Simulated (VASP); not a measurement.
A run of VASP 6.6.1:

INCAR

```
SYSTEM = Mg
  ALGO = Fast
  EDIFF = 1E-7
  EDIFFG = -0.01
  ENCUT = 600
  GGA = CA
  IBRION = 2
  ISIF = 4
  ISMEAR = 1
  LASPH = .TRUE.
  LCHARG = .FALSE.
  LREAL = .FALSE.
  LWAVE = .FALSE.
  NELM = 80
  NSW = 40
  PREC = Accurate
  SIGMA = 0.1
```

File KPOINTS:

```
k-points
0
G
  15 15 7
  0 0 0
```

File POSCAR:

```
Mg                                      
1.0
    3.0810364159      0.0000000000      0.0000000000
   -1.5405182080      2.6682558062      0.0000000000
    0.0000000000      0.0000000000      4.9061643010
  Mg            
     2
Direct
     0.3333333332999970    0.6666666667000030    0.2500000000000000
     0.6666666667000030    0.3333333332999970    0.7500000000000000
```

Potentials or basis: VASP PAW LDA potentials, release 64 (Mg).

Command:

```bash
$ cat potpaw_LDA.64/Mg/POTCAR > POTCAR
$ mpirun -np 1 vasp_std > vasp.out
```

Hardware: 1 thread of Intel(R) Xeon(R) Platinum 8375C CPU @ 2.90GHz (Ice Lake), with other jobs on the host.

Task: Estimate the wall time of this run.

Result: Wall time 20 s on 1 thread of Intel(R) Xeon(R) Platinum 8375C CPU @ 2.90GHz (Ice Lake) (shared host), peak memory 0.17 GiB. Counts: scf iterations 10, k points 108, ion steps 1.
